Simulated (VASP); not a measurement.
# Al (Fm-3m) in VASP: notebook

One crystal, Al, is run at these levels: PBE; tasks: single point.

All numbers are computed with VASP 6.6.1; they aren't measurements. Logs are shortened: lines on timing, memory, paths and dates and some standing lists are left out, and cuts for length are marked.

**1. The structure**

The structure is cubic, space group Fm-3m (No. 225). Conventional cell: a = 4.050 Å, b = 4.050 Å, c = 4.050 Å, α = 90.00°, β = 90.00°, γ = 90.00°. Al (site symmetry m-3m) is surrounded by 12 Al at 2.86 Å.

**2. Single point, PBE**

Input file INCAR:

```
SYSTEM = Al
PREC = Accurate
ENCUT = 300
EDIFF = 1E-7
ISMEAR = -1
SIGMA = 0.15
LREAL = .False.
LASPH = .True.
NELM = 100
ALGO = Normal
ISIF = 2
LWAVE = .False.
LCHARG = .False.
GGA = PE
NBANDS = 8
ADDGRID = .False.
```

Input file KPOINTS:

```
regular mesh
0
Gamma
  6 6 6
  0 0 0
```

Input file POSCAR:

```
Al
1.0
   -0.0142710000      2.0302060000      1.9470980000
    2.0319350000     -0.0386130000      1.9714400000
    2.0296090000      2.0522230000     -0.0362870000
Al
1
Direct
    0.0259050000     -0.0062880000     -0.0081470000
```

Potentials or basis: VASP PAW PBE potentials, release 64 (Al).

Started as:

```bash
$ cat potpaw_PBE.64/Al/POTCAR > POTCAR
$ mpirun -np 1 vasp_std > vasp.out
```

OUTCAR:

```text
SYSTEM = Al
   PREC = Accurate
   ENCUT = 300
   EDIFF = 1E-7
   ISMEAR = -1
   LREAL = .False.
   LASPH = .True.
   NELM = 100
   ISIF = 2
   GGA = PE

 Found    112 irreducible k-points:

 Following reciprocal coordinates:
            Coordinates               Weight
  0.000000  0.000000  0.000000      1.000000
  0.166667  0.000000 -0.000000      2.000000
  0.333333  0.000000 -0.000000      2.000000
  0.500000  0.000000 -0.000000      1.000000
 -0.000000  0.166667 -0.000000      2.000000
  0.166667  0.166667 -0.000000      2.000000
   k-points           NKPTS =    112   k-points in BZ     NKDIM =    112   number of bands    NBANDS=      8
   number of dos      NEDOS =    301   number of ions     NIONS =      1
   total plane-waves  NPLWV =   4096
   dimension x,y,z NGX =    16 NGY =   16 NGZ =   16
   dimension x,y,z NGXF=    32 NGYF=   32 NGZF=   32
   ions per type =               1
   NGX,Y,Z   is equivalent  to a cutoff of   9.46,  9.39,  9.21 a.u.
   NGXF,Y,Z  is equivalent  to a cutoff of  18.91, 18.79, 18.43 a.u.
 SYSTEM =  Al
   PREC   = accura    normal or accurate (medium, high low for compatibility)
   ISTART =      0    job   : 0-new  1-cont  2-samecut
   ICHARG =      2    charge: 1-file 2-atom 10-const
   ISPIN  =      1    spin polarized calculation?
   LNONCOLLINEAR =      F non collinear calculations
   LSORBIT =      F    spin-orbit coupling
   LASPH  =      T    aspherical Exc in radial PAW
   ENCUT  =  300.0 eV  22.05 Ry    4.70 a.u.   3.97  4.00  4.08*2*pi/ulx,y,z
   NELM   =    100;   NELMIN=  2; NELMDL= -5     # of ELM steps
   EDIFF  = 0.1E-06   stopping-criterion for ELM
   LREAL  =      F    real-space projection
   EDIFFG = 0.1E-05   stopping-criterion for IOM
   NSW    =      0    number of steps for IOM
   IBRION =     -1    ionic relax: 0-MD 1-quasi-New 2-CG
   NFREE  =      0    steps in history (QN), initial steepest desc. (CG)
   ISIF   =      2    stress and relaxation
   ISYM   =      2    0-nonsym 1-usesym 2-fastsym
   POTIM  = 0.5000    time-step for ionic-motion
   TEBEG  =    0.0;   TEEND  =   0.0 temperature during run
   PSTRESS=    0.0 pullay stress
   NELECT =       3.0000    total number of electrons
   NUPDOWN=      -1.0000    fix difference up-down
   EMIN   =  10.00;   EMAX   =-10.00  energy-range for DOS
   EFERMI =   0.00;   METHOD = LEGACY
   ISMEAR =    -1;   SIGMA  =   0.15  broadening in eV -4-tet -1-fermi 0-gaus
   EFERMI_NEDOS =   21; number of points for ismear=-14 and -15
   IALGO  =     38    algorithm
   IMIX   =      4    mixing-type and parameters
     AMIX     =   0.40;   BMIX     =  1.00
     AMIX_MAG =   1.60;   BMIX_MAG =  1.00
  volume/ion in A,a.u.               =      16.60       112.04
  Fermi-wavevector in a.u.,A,eV,Ry     =   0.925526  1.748991 11.654732  0.856599
  Thomas-Fermi vector in A             =   2.051390
   LORBIT       =      0    0 simple, 1 ext, 2 COOP (PROOUT), +10 PAW based schemes
   GGA     = PE    functional components
   LHFCALC =     F    Hartree Fock is set to
   AEXX    =    0.0000 exact exchange contribution
   IVDW    =     0    specifies the selected vdW correction
   LEPSILON=     F    determine dielectric tensor
   LRPA    =     F    only Hartree local field effects (RPA)
 non-spin polarized calculation
  energy-cutoff  :      300.00
  volume of cell :       16.60
 maximum number of plane-waves:       205
   NGX =  7   NGY =  7   NGZ =  9

 number of electron       3.0000000 magnetization

 Free energy of the ion-electron system (eV)
  ---------------------------------------------------
  ext. energy  EPLUGINS =         0.00000000
  ---------------------------------------------------
  free energy    TOTEN  =        -3.80818078 eV

  energy without entropy =       -3.78927168  energy(sigma->0) =       -3.79872623

 E-fermi :   8.0928     XC(G=0): -10.1738

 val. band max:        8.0646940619   @ k =   0.3333  -0.3333   0.3333
 cond. band min:       8.1284167967   @ k =   0.0000  -0.3333   0.3333
 fundamental gap:      0.0637227347
 Fermi energy:         8.0927590636

 k-point     1 :       0.0000    0.0000    0.0000
  band No.  band energies     occupation
      1      -3.1560      2.00000
      2      20.0892      0.00000
      3      20.4684      0.00000
      4      21.1743      0.00000
      5      21.4497      0.00000
      6      21.8596      0.00000
      7      22.4979      0.00000
      8      24.5346      0.00000

 k-point     2 :       0.1667    0.0000   -0.0000
  band No.  band energies     occupation
      1      -2.3969      2.00000
      2      14.7489      0.00000
      3      18.8076      0.00000
      4      19.4828      0.00000
      5      22.4251      0.00000
      6      23.3829      0.00000
      7      23.9973      0.00000
      8      24.9908      0.00000

 k-point     3 :       0.3333    0.0000   -0.0000
  band No.  band energies     occupation
      1      -0.1435      2.00000
      2       8.5622      0.08382
      3      18.1679      0.00000
      4      18.9254      0.00000
      5      20.6293      0.00000
      6      21.6592      0.00000
      7      22.1866      0.00000
      8      25.2837      0.00000

 k-point     4 :       0.5000    0.0000   -0.0000
  band No.  band energies     occupation
      1       3.4132      2.00000
      2       3.6727      2.00000
      3      18.6610      0.00000
      4      18.8505      0.00000
      5      19.5909      0.00000
      6      19.7478      0.00000
      7      23.0522      0.00000
      8      23.1257      0.00000

 k-point     5 :      -0.0000    0.1667   -0.0000
  band No.  band energies     occupation
      1      -2.4210      2.00000
      2      14.2208      0.00000
      3      19.1227      0.00000
      4      19.8383      0.00000
      5      22.6252      0.00000
      6      23.5126      0.00000
      7      24.1244      0.00000
      8      25.1924      0.00000

 k-point     6 :       0.1667    0.1667   -0.0000
  band No.  band energies     occupation
      1      -2.1075      2.00000
      2      16.4133      0.00000
      3      16.6857      0.00000
      4      17.2656      0.00000
      5      19.9717      0.00000
      6      21.4334      0.00000
      7      26.9914      0.00000
      8      27.1380      0.00000

 [... further k-points ...]

------------------------ aborting loop because EDIFF is reached ----------------------------------------

  FORCE on cell =-STRESS in cart. coord.  units (eV):
  Direction    XX          YY          ZZ          XY          YZ          ZX
  --------------------------------------------------------------------------------------
  -------------------------------------------------------------------------------------
  Total       -0.1607744     -0.2771935      0.4119516      0.0866761      0.3132350      0.0718839
  in kB      -15.5148614    -26.7493935     39.7536584      8.3643103     30.2274230      6.9368579
  external PRESSURE =      -0.8368655 kB  Pullay stress =       0.0000000 kB

 VOLUME and BASIS-vectors are now :
 -----------------------------------------------------------------------------
  energy-cutoff  :      300.00
  volume of cell :       16.60
      direct lattice vectors                 reciprocal lattice vectors
    -0.014271000  2.030206000  1.947098000    -0.243600396  0.245440565  0.255882689
     2.031935000 -0.038613000  1.971440000     0.245113160 -0.237992671  0.249947439
     2.029609000  2.052223000 -0.036287000     0.245598817  0.239991210 -0.248434673

 POSITION                                       TOTAL-FORCE (eV/Angst)
 -----------------------------------------------------------------------------------
      4.03186      2.04973      1.97349         0.000000      0.000000      0.000000
 -----------------------------------------------------------------------------------
    total drift:                                0.000006      0.000004      0.000006

  FREE ENERGIE OF THE ION-ELECTRON SYSTEM (eV)
  ---------------------------------------------------
  free  energy   TOTEN  =        -3.8081807764 eV

  energy  without entropy=       -3.7892716754  energy(sigma->0) =       -3.79872623
```

Run time: 2.1 s. Hardware: 1 thread of Intel Xeon 6975P-C (Granite Rapids), shared host; peak memory 0.11 GiB.

These settings aren't checked as converged: the numbers below hold their error.

What came out:

- Free energy: -3.8082 eV
- Pressure: -0.1 GPa
- Band gap on the k mesh: none (metal or under the smearing width)

Caveat: the k mesh is coarse (spacing up to 0.45 Å⁻¹), so the values aren't converged.

**3. Single point, PBE**

INCAR: that of step 2 with these lines changed.

```diff
@@ -2,3 +2,3 @@
 PREC = Accurate
-ENCUT = 300
+ENCUT = 500
 EDIFF = 1E-7
```

Input file KPOINTS:

```
regular mesh
0
Gamma
  5 5 5
  0 0 0
```

Input file POSCAR:

```
Al
1.0
    0.0000000000      2.0248050000      2.0248050000
    2.0248050000      0.0000000000      2.0248050000
    2.0248050000      2.0248050000      0.0000000000
Al
1
Direct
    0.0000000000      0.0000000000      0.0000000000
```

Potentials or basis: VASP PAW PBE potentials, release 64 (Al).

Started as:

```bash
$ cat potpaw_PBE.64/Al/POTCAR > POTCAR
$ mpirun -np 1 vasp_std > vasp.out
```

OUTCAR:

```text
SYSTEM = Al
   PREC = Accurate
   ENCUT = 500
   EDIFF = 1E-7
   ISMEAR = -1
   LREAL = .False.
   LASPH = .True.
   NELM = 100
   ISIF = 2
   GGA = PE

 Found     10 irreducible k-points:

 Following reciprocal coordinates:
            Coordinates               Weight
  0.000000  0.000000  0.000000      1.000000
  0.200000  0.000000  0.000000      8.000000
  0.400000  0.000000  0.000000      8.000000
  0.200000  0.200000  0.000000      6.000000
  0.400000  0.200000  0.000000     24.000000
 -0.400000  0.200000  0.000000     24.000000
   k-points           NKPTS =     10   k-points in BZ     NKDIM =     10   number of bands    NBANDS=      8
   number of dos      NEDOS =    301   number of ions     NIONS =      1
   total plane-waves  NPLWV =  13824
   dimension x,y,z NGX =    24 NGY =   24 NGZ =   24
   dimension x,y,z NGXF=    48 NGYF=   48 NGZF=   48
   ions per type =               1
   NGX,Y,Z   is equivalent  to a cutoff of  13.93, 13.93, 13.93 a.u.
   NGXF,Y,Z  is equivalent  to a cutoff of  27.87, 27.87, 27.87 a.u.
 SYSTEM =  Al
   PREC   = accura    normal or accurate (medium, high low for compatibility)
   ISTART =      0    job   : 0-new  1-cont  2-samecut
   ICHARG =      2    charge: 1-file 2-atom 10-const
   ISPIN  =      1    spin polarized calculation?
   LNONCOLLINEAR =      F non collinear calculations
   LSORBIT =      F    spin-orbit coupling
   LASPH  =      T    aspherical Exc in radial PAW
   ENCUT  =  500.0 eV  36.75 Ry    6.06 a.u.   5.22  5.22  5.22*2*pi/ulx,y,z
   NELM   =    100;   NELMIN=  2; NELMDL= -5     # of ELM steps
   EDIFF  = 0.1E-06   stopping-criterion for ELM
   LREAL  =      F    real-space projection
   EDIFFG = 0.1E-05   stopping-criterion for IOM
   NSW    =      0    number of steps for IOM
   IBRION =     -1    ionic relax: 0-MD 1-quasi-New 2-CG
   NFREE  =      0    steps in history (QN), initial steepest desc. (CG)
   ISIF   =      2    stress and relaxation
   ISYM   =      2    0-nonsym 1-usesym 2-fastsym
   POTIM  = 0.5000    time-step for ionic-motion
   TEBEG  =    0.0;   TEEND  =   0.0 temperature during run
   PSTRESS=    0.0 pullay stress
   NELECT =       3.0000    total number of electrons
   NUPDOWN=      -1.0000    fix difference up-down
   EMIN   =  10.00;   EMAX   =-10.00  energy-range for DOS
   EFERMI =   0.00;   METHOD = LEGACY
   ISMEAR =    -1;   SIGMA  =   0.15  broadening in eV -4-tet -1-fermi 0-gaus
   EFERMI_NEDOS =   21; number of points for ismear=-14 and -15
   IALGO  =     38    algorithm
   IMIX   =      4    mixing-type and parameters
     AMIX     =   0.40;   BMIX     =  1.00
     AMIX_MAG =   1.60;   BMIX_MAG =  1.00
  volume/ion in A,a.u.               =      16.60       112.04
  Fermi-wavevector in a.u.,A,eV,Ry     =   0.925526  1.748991 11.654733  0.856599
  Thomas-Fermi vector in A             =   2.051390
   LORBIT       =      0    0 simple, 1 ext, 2 COOP (PROOUT), +10 PAW based schemes
   GGA     = PE    functional components
   LHFCALC =     F    Hartree Fock is set to
   AEXX    =    0.0000 exact exchange contribution
   IVDW    =     0    specifies the selected vdW correction
   LEPSILON=     F    determine dielectric tensor
   LRPA    =     F    only Hartree local field effects (RPA)
 non-spin polarized calculation
  energy-cutoff  :      500.00
  volume of cell :       16.60
 maximum number of plane-waves:       432
 NGX is ok and might be reduce to    24
   NGX = 11   NGY = 11   NGZ = 11

 number of electron       3.0000000 magnetization

 Free energy of the ion-electron system (eV)
  ---------------------------------------------------
  ext. energy  EPLUGINS =         0.00000000
  ---------------------------------------------------
  free energy    TOTEN  =        -3.72136290 eV

  energy without entropy =       -3.67019920  energy(sigma->0) =       -3.69578105

 E-fermi :   8.2537     XC(G=0): -10.1733

 val. band max:        8.0156613602   @ k =  -0.4000   0.4000   0.0000
 cond. band min:       8.3434483468   @ k =  -0.4000   0.4000   0.2000
 fundamental gap:      0.3277869866
 Fermi energy:         8.2537033031

 k-point     1 :       0.0000    0.0000    0.0000
  band No.  band energies     occupation
      1      -3.1557      2.00000
      2      20.5211      0.00000
      3      20.5211      0.00000
      4      20.5211      0.00000
      5      21.9678      0.00000
      6      21.9678      0.00000
      7      21.9678      0.00000
      8      24.3551      0.00000
[... 45 lines left out ...]
 k-point     6 :      -0.4000    0.2000    0.0000
  band No.  band energies     occupation
      1       3.5410      2.00000
      2       5.2604      2.00000
      3      12.1856      0.00000
      4      16.2907      0.00000
      5      18.1367      0.00000
      6      24.0787      0.00000
      7      26.5890      0.00000
      8      29.5370      0.00000

 [... further k-points ...]

------------------------ aborting loop because EDIFF is reached ----------------------------------------

  FORCE on cell =-STRESS in cart. coord.  units (eV):
  Direction    XX          YY          ZZ          XY          YZ          ZX
  --------------------------------------------------------------------------------------
  -------------------------------------------------------------------------------------
  Total        0.0898752      0.0898752      0.0898752      0.0000000      0.0000000     -0.0000000
  in kB        8.6730300      8.6730300      8.6730300      0.0000000      0.0000000     -0.0000000
  external PRESSURE =       8.6730300 kB  Pullay stress =       0.0000000 kB

 VOLUME and BASIS-vectors are now :
 -----------------------------------------------------------------------------
  energy-cutoff  :      500.00
  volume of cell :       16.60
      direct lattice vectors                 reciprocal lattice vectors
     0.000000000  2.024805000  2.024805000    -0.246937359  0.246937359  0.246937359
     2.024805000  0.000000000  2.024805000     0.246937359 -0.246937359  0.246937359
     2.024805000  2.024805000  0.000000000     0.246937359  0.246937359 -0.246937359

 POSITION                                       TOTAL-FORCE (eV/Angst)
 -----------------------------------------------------------------------------------
      0.00000      0.00000      0.00000         0.000000      0.000000      0.000000
 -----------------------------------------------------------------------------------
    total drift:                                0.000000     -0.000000     -0.000000

  FREE ENERGIE OF THE ION-ELECTRON SYSTEM (eV)
  ---------------------------------------------------
  free  energy   TOTEN  =        -3.7213629017 eV

  energy  without entropy=       -3.6701991960  energy(sigma->0) =       -3.69578105
```

stdout:

```text
POSCAR found type information on POSCAR Al
 POSCAR found :  1 types and       1 ions
 scaLAPACK will be used
 LDA part: xc-table for (Slater+PW92), standard interpolation
 POSCAR, INCAR and KPOINTS ok, starting setup
 FFT: planning ... GRIDC
 FFT: planning ... GRID_SOFT
 FFT: planning ... GRID
 WAVECAR not read
 entering main loop
```

Wall time 1.4 s (1 thread of Intel Xeon 6975P-C (Granite Rapids), shared host); peak memory 0.12 GiB.

These settings aren't checked as converged: the numbers below hold their error.

What came out:

* Free energy: -3.7214 eV
* Pressure: 0.9 GPa
* Band gap on the k mesh: none (metal or under the smearing width)

Caveat: the k mesh is coarse (spacing up to 0.54 Å⁻¹), so the values aren't converged.

(Continued in part 2 of 2.)
